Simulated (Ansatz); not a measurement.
Li2O, 3 atoms in the cell. The structure is cubic, space group Fm-3m (No. 225). The conventional cell has a = 4.654 Å, b = 4.654 Å, c = 4.654 Å, α = 90.00°, β = 90.00°, γ = 90.00°. O (site symmetry m-3m) is surrounded by 8 Li at 2.02 Å. Around Li (site symmetry -43m) lie 4 O at 2.02 Å. The cell comes from a database or a generator and needn't be the stable form of this composition.

| Item | Value |
| --- | --- |
| Program | Ansatz 0.2.0 |
| Task | band structure |
| Functional | HSE03 |
| Potentials or basis | Ansatz PAW |
| Cutoff | 420 eV (not typed: the program's choice for these potentials) |
| k mesh | 5 × 5 × 5 |
| Occupations | fermi-dirac, width 0.05 eV |
| Spin | no spin polarisation |
| Path | [["G", "X", "W", "K", "G", "L", "U", "W", "L", "K"], ["U", "X"]] |
| Points for each segment of the path | 4 |

Potentials or basis: Ansatz PAW.

Run with:

```console
$ ansatz run input.yaml --threads 2 --pin off --max-ram 5632MiB --backend cpu --events-out ev --progress --plain --runs-dir out
```

Hardware: 2 threads of Intel(R) Xeon(R) 6975P-C (Granite Rapids) (shared host).

Q: Estimate the wall time of this run.

A: Wall time 47 s on 2 threads of Intel(R) Xeon(R) 6975P-C (Granite Rapids) (shared host), peak memory 0.56 GiB. Counts: scf iterations 11, plane waves 531, k points 10, bands 13.
